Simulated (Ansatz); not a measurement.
Zone-centre phonons of ZrO₂ at 6 GPa: input and output

Method: DFT PBE, scalar-relativistic, plane waves, PAW (Ansatz).

Launched with:
```bash
ansatz run input.yaml --threads 1 --pin off --max-ram 3072MiB --backend cpu --events-out ev --progress --plain --runs-dir out
```

Input (bare energies are in eV):
```yaml
crystal:
  lattice:
    - [0.0, 2.5374505705, 2.5374505705]
    - [2.5374505705, 0.0, 2.5374505705]
    - [2.5374505705, 2.5374505705, 0.0]
  atoms:
    - { symbol: Zr, position: [0.0, 0.0, 0.0] }
    - { symbol: O, position: [0.25, 0.25, 0.25] }
    - { symbol: O, position: [0.75, 0.75, 0.75] }
basis:
  ecutwfc: 420
kpoints:
  mp_grid: { grid: [8, 8, 8] }
hamiltonian:
  xc: pbe
scf:
  occupations: { method: fixed }
output:
  eigenvalues: true
phonons:
  method: dfpt
  dielectric: true
  rigid_motions: translations
  eigenvectors: true
```

Results section of the output:
```
--- Phonons (Γ-DFPT): 2 representative perturbations + reference, on 95 of 512 k-points (Σ response iterations 6) ---
  k mesh reduced under 4 symmetry operations, with k and −k counted as one. Each operation leaves every solved perturbation unchanged. A smaller set is not considered because the run solves the response ...
  ASR residual: 5.001e-4 → 0.000e0 eV/Å²; symmetrization residual: 6.681e-7 eV/Å²
  ASR residual per site (eV/Å²): 5.00e-4 4.07e-4 4.07e-4
  Γ frequencies (cm⁻¹): 0.00 0.00 0.00 247.03 247.03 247.03 568.83 568.83 568.83
  ε∞ (high-frequency dielectric tensor):
        5.780883     0.000000     0.000000
        0.000000     5.780883     0.000000
        0.000000    -0.000000     5.780883
  ε⁰ (static dielectric tensor: ions relaxed, cell fixed):
       40.228902    -0.000000     0.000000
       -0.000000    40.228902    -0.000000
        0.000000    -0.000000    40.228902
  ε⁰ − ε∞ (ionic part):
       34.448018    -0.000000     0.000000
       -0.000000    34.448018    -0.000000
        0.000000    -0.000000    34.448018
  softest optical mode at Γ: 247.03 cm⁻¹; the repairs (sum rule, projections) moved no ω² at Γ by more than (2.65 cm⁻¹)²
  Born effective charges Z* (e; rows j = field, columns β = displacement):
    site 0:
         5.75050    0.00000    0.00000
         0.00000    5.75050    0.00000
         0.00000    0.00000    5.75050
    site 1:
        -2.87525   -0.00000   -0.00000
        -0.00000   -2.87525   -0.00000
         0.00000   -0.00000   -2.87525
    site 2:
        -2.87525   -0.00000   -0.00000
        -0.00000   -2.87525   -0.00000
         0.00000   -0.00000   -2.87525
  Z* charge neutrality: 3.665e-5 e pre-enforcement
  k-mesh period / interband length: 28.7 Å / 1.34 Å = 21.44 at k = (0.0000, 0.0000, 0.0000), direct gap 3.919 eV — 14 or more, which is no proof of convergence
  optical modes at Γ without the LO–TO term, one row a degenerate level:
      ω (cm⁻¹) modes IR ((D/Å)²/amu)
        247.03      3            96.6169
        568.83      3             0.0000
  optical modes at Γ + LO–TO along q̂ = [1.0000, 0.0000, 0.0000]:
      ω (cm⁻¹) modes IR ((D/Å)²/amu)
        247.03      2            64.4113
        568.83      3             0.0000
        651.66      1            32.2056
  optical modes at Γ + LO–TO along q̂ = [0.0000, 1.0000, 0.0000]:
      ω (cm⁻¹) modes IR ((D/Å)²/amu)
        247.03      2            64.4113
        568.83      3             0.0000
        651.66      1            32.2056
  optical modes at Γ + LO–TO along q̂ = [0.0000, 0.0000, 1.0000]:
      ω (cm⁻¹) modes IR ((D/Å)²/amu)
        247.03      2            64.4113
        568.83      3             0.0000
        651.66      1            32.2056
```

It took 23 s on 1 thread of Arm Neoverse V1, on a shared host, peak memory 0.49 GiB.

Other phases may be more stable at this pressure.

This fluorite-type form isn't the usual stable structure of the compound at low pressure.